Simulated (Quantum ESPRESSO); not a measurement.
Crystal: PtSe2 (Sudovikovite).

```
Pt Se
1.0
     3.72400    0.00000    0.00000
    -1.86200    3.22508    0.00000
     0.00000    0.00000    5.06200
Pt Se
1 2
Direct
  0.00000 0.00000 0.00000
  0.66667 0.33333 0.75000
  0.33333 0.66667 0.25000
```

- Program: Quantum ESPRESSO 7.5
- Task: relaxation of cell and atoms
- Functional: PBEsol
- Dispersion: D3
- Potentials or basis: GBRV 1.5 PBEsol
- Cutoff: 612 eV
- Density cutoff: 4898 eV
- k mesh: 8 × 8 × 5
- Occupations: fermi-dirac, width 0.05 eV
- Spin: no spin polarisation

At the start: pressure -0.1 GPa; volume 20.27 Å³/atom.

How do energy, volume and symmetry change on relaxing?

Over 31 steps the energy falls by 32.6 meV/atom and the volume is 18.80 Å³/atom (-7.3 %); space group P-3m1 (No. 164, to 0.05 Å).

The path:
| step | energy change (eV) | largest force (eV/Å) | pressure (GPa) | volume (Å³) |
| --- | --- | --- | --- | --- |
| 1 | 0.0000 | 0.3905 | -0.09 | 60.80 |
| 2 | -0.0034 | 0.3501 | -0.37 | 60.79 |
| 3 | -0.0092 | 0.2793 | -0.84 | 60.75 |
| 4 | -0.0163 | 0.1958 | -1.35 | 60.64 |
| 5 | -0.0245 | 0.1209 | -1.70 | 60.40 |
| 6 | -0.0341 | 0.0711 | -1.77 | 60.00 |
| 7 | -0.0452 | 0.0525 | -1.50 | 59.45 |
| 8 | -0.0568 | 0.0593 | -0.93 | 58.78 |
| 9 | -0.0688 | 0.0759 | -0.14 | 57.98 |
| 10 | -0.0800 | 0.0668 | 0.56 | 57.17 |
| 11 | -0.0896 | 0.0041 | 0.79 | 56.51 |
| 12 | -0.0944 | 0.1286 | 0.44 | 56.07 |
| 13 | -0.0913 | 0.2109 | 0.00 | 55.80 |
| 14 | -0.0918 | 0.1953 | 0.06 | 55.80 |
| 15 | -0.0927 | 0.1656 | 0.17 | 55.80 |
| 16 | -0.0937 | 0.1249 | 0.31 | 55.81 |
| 17 | -0.0946 | 0.0780 | 0.45 | 55.84 |
| 18 | -0.0954 | 0.0312 | 0.53 | 55.90 |
| 19 | -0.0961 | 0.0082 | 0.52 | 55.99 |
| 20 | -0.0966 | 0.0351 | 0.41 | 56.12 |
| 21 | -0.0971 | 0.0480 | 0.18 | 56.28 |
| 22 | -0.0974 | 0.0460 | -0.13 | 56.47 |
| 23 | -0.0974 | 0.0451 | -0.13 | 56.47 |
| 24 | -0.0974 | 0.0433 | -0.12 | 56.46 |
| 25 | -0.0975 | 0.0407 | -0.12 | 56.46 |
| 26 | -0.0975 | 0.0373 | -0.11 | 56.45 |
| 27 | -0.0975 | 0.0332 | -0.10 | 56.44 |
| 28 | -0.0976 | 0.0285 | -0.09 | 56.43 |
| 29 | -0.0977 | 0.0233 | -0.07 | 56.42 |
| 30 | -0.0977 | 0.0172 | -0.05 | 56.40 |
| 31 | -0.0977 | 0.0101 | -0.03 | 56.39 |

Final structure:
```
CELL_PARAMETERS angstrom
3.76036 0.00000 0.00000
-1.88018 3.25657 0.00000
0.00000 0.00000 4.60444
ATOMIC_POSITIONS crystal
Pt 0.00000 0.00000 0.00000
Se 0.66667 0.33333 0.72748
Se 0.33333 0.66667 0.27252
```

Caveat: pairwise dispersion overbinds metals, which lowers pressure and volume.
